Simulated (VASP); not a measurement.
# A VASP 6.6.1 single-point calculation on CdF₂

INCAR

```
NELM = 120
ISMEAR = -1
LWAVE = .FALSE.
PREC = Accurate
NSW = 0
IBRION = -1
GGA = PE
EDIFF = 1E-7
LASPH = .TRUE.
LREAL = .FALSE.
ENCUT = 520
SIGMA = 0.02
LCHARG = .FALSE.
ISIF = 2
NBANDS = 20
```

KPOINTS

```
KPOINTS created by Atomic Simulation Environment
0
Gamma
4 4 4
0 0 0
```

POSCAR

```
Cd F
 1.0000000000000000
    -0.0718447382000000    2.6223329429000000    2.6223329429000000
     2.6223329429000000   -0.0718447382000000    2.6223329429000000
     2.6223329429000000    2.6223329429000000   -0.0718447382000000
 Cd  F
   1   2
Cartesian
  0.0000000000000000 -0.0000000000000000  0.0000000000000000
  1.3053995050160205  1.3053995050160205  1.3053995050160201
  3.8674216425839787  3.8674216425839787  3.8674216425839787
```

The recommended PBE PAW datasets give the neutral cell 26 valence electrons.

Command

```
mpirun -np 1 vasp_std
```

OSZICAR

```
N       E                     dE             d eps       ncg     rms          rms(c)
DAV:   1     0.199900754832E+03    0.19990E+03   -0.15619E+04   544   0.134E+03
DAV:   2    -0.377488843248E+01   -0.20368E+03   -0.19596E+03   552   0.348E+02
DAV:   3    -0.123836562167E+02   -0.86088E+01   -0.85849E+01   592   0.783E+01
DAV:   4    -0.124213069744E+02   -0.37651E-01   -0.37647E-01   560   0.524E+00
DAV:   5    -0.124214369268E+02   -0.12995E-03   -0.12995E-03   580   0.280E-01    0.109E+01
DAV:   6    -0.107299039031E+02    0.16915E+01   -0.37978E+00   656   0.357E+01    0.802E+00
DAV:   7    -0.107740154940E+02   -0.44112E-01   -0.85411E-01   532   0.835E+00    0.457E+00
DAV:   8    -0.107688675627E+02    0.51479E-02   -0.11731E-01   540   0.337E+00    0.673E-01
DAV:   9    -0.107614222912E+02    0.74453E-02   -0.28786E-02   608   0.222E+00    0.830E-02
DAV:  10    -0.107619855158E+02   -0.56322E-03   -0.26945E-03   536   0.536E-01    0.114E-01
DAV:  11    -0.107620756916E+02   -0.90176E-04   -0.86254E-05   568   0.842E-02    0.334E-02
DAV:  12    -0.107620926084E+02   -0.16917E-04   -0.22800E-05   532   0.468E-02    0.181E-02
DAV:  13    -0.107620942555E+02   -0.16471E-05   -0.56778E-06   564   0.193E-02    0.258E-03
DAV:  14    -0.107620941373E+02    0.11821E-06   -0.46722E-07   548   0.810E-03    0.530E-04
DAV:  15    -0.107620941639E+02   -0.26585E-07   -0.45003E-08   460   0.225E-03
   1 F= -.10762094E+02 E0= -.10762094E+02  d E =-.228836E-10
```

From OUTCAR

```
k-points           NKPTS =     13   k-points in BZ     NKDIM =     13   number of bands    NBANDS=     20

   NELECT =      26.0000    total number of electrons

   dimension x,y,z NGX =    28 NGY =   28 NGZ =   28
   dimension x,y,z NGXF=    56 NGYF=   56 NGZF=   56

  energy-cutoff  :      520.00
  volume of cell :       37.55
      direct lattice vectors                 reciprocal lattice vectors
    -0.071844738  2.622332943  2.622332943    -0.183007809  0.188162959  0.188162959
     2.622332943 -0.071844738  2.622332943     0.188162959 -0.183007809  0.188162959
     2.622332943  2.622332943 -0.071844738     0.188162959  0.188162959 -0.183007809

 k-points in reciprocal lattice and weights: KPOINTS created by Atomic Simulation Env
   0.00000000  0.00000000  0.00000000       0.016
   0.25000000  0.00000000  0.00000000       0.094
   0.50000000  0.00000000  0.00000000       0.047
   0.25000000  0.25000000  0.00000000       0.094
   0.50000000  0.25000000 -0.00000000       0.188
  -0.25000000  0.25000000  0.00000000       0.094
   0.50000000  0.50000000  0.00000000       0.047
   0.25000000  0.25000000  0.25000000       0.031
   ...

 E-fermi :  -0.5490

 k-point     1 :       0.0000    0.0000    0.0000
  band No.  band energies     occupation
      1     -22.0357      2.00000
      2     -20.8128      2.00000
      3      -6.7567      2.00000
      4      -6.7478      2.00000
      5      -6.7478      2.00000
      6      -5.3584      2.00000
      7      -5.3584      2.00000
      8      -2.1376      2.00000
      9      -2.0381      2.00000
     10      -2.0381      2.00000
     11      -1.4881      2.00000
     12      -1.4881      2.00000
     13      -1.3513      2.00000
     14       2.2201      0.00000
     15      11.6571      0.00000
     16      11.6571      0.00000
     17      12.4307      0.00000
     18      17.0178      0.00000
     19      19.2076      0.00000
     20      19.2076      0.00000

 k-point     2 :       0.2500    0.0000    0.0000
  band No.  band energies     occupation
      1     -21.8341      2.00000
      2     -20.9966      2.00000
      3      -6.5527      2.00000
      4      -6.5322      2.00000
      5      -6.0747      2.00000
      6      -5.4013      2.00000
      7      -5.3927      2.00000
      8      -3.3078      2.00000
      9      -2.4845      2.00000
     10      -2.4712      2.00000
     11      -2.1422      2.00000
     12      -1.4086      2.00000
     13      -1.3639      2.00000
     14       4.1283      0.00000
     15       9.9332      0.00000
     16      12.5930      0.00000
     17      13.1499      0.00000
     18      18.0158      0.00000
     19      18.4168      0.00000
     20      19.0099      0.00000

 k-point     3 :       0.5000    0.0000    0.0000
  band No.  band energies     occupation
      1     -21.4373      2.00000
      2     -21.3677      2.00000
      3      -6.3961      2.00000
      4      -6.3578      2.00000
      5      -5.2960      2.00000
      6      -5.2805      2.00000
      7      -5.0718      2.00000
      8      -3.9448      2.00000
      9      -3.4327      2.00000
     10      -3.0265      2.00000
     11      -2.9474      2.00000
     12      -1.3352      2.00000
     13      -1.3242      2.00000
     14       6.4377      0.00000
     15       8.2459      0.00000
     16      13.7935      0.00000
     17      14.0921      0.00000
     18      17.1475      0.00000
     19      17.9862      0.00000
     20      18.1093      0.00000

 ...

  Total        2.7592843      2.7592843      2.7592843      0.1908486      0.1908486      0.1908486
  in kB      117.7408334    117.7408334    117.7408334      8.1436615      8.1436615      8.1436615
  external PRESSURE =     117.7408334 kB  Pullay stress =       0.0000000 kB

 POSITION                                       TOTAL-FORCE (eV/Angst)
 -----------------------------------------------------------------------------------
      0.00000      0.00000      0.00000         0.000000      0.000000      0.000000
      1.30540      1.30540      1.30540         0.019000      0.019000      0.019000
      3.86742      3.86742      3.86742        -0.019000     -0.019000     -0.019000
 -----------------------------------------------------------------------------------
    total drift:                                0.000000      0.000000      0.000000

  FREE ENERGIE OF THE ION-ELECTRON SYSTEM (eV)
  ---------------------------------------------------
  free  energy   TOTEN  =       -10.7620941639 eV

  energy  without entropy=      -10.7620941639  energy(sigma->0) =      -10.76209416
```

It converged. Results: gap between bands v and c on the k mesh 3.21 eV; least direct gap on the k mesh 3.57 eV; pressure 11.8 GPa; largest force 0.03 eV/Å. Band v is the last that the valence electrons fill when counted band by band, and c is the next.

For comparison, a separate PBE run of the intended cell, on usual settings and not on those above, gives a gap of 3.21 eV on its mesh and a pressure of 11.8 GPa.

The run above took about 13 s on one core of a shared host (Intel Xeon Platinum 8488C) and held 0.15 GiB at most.
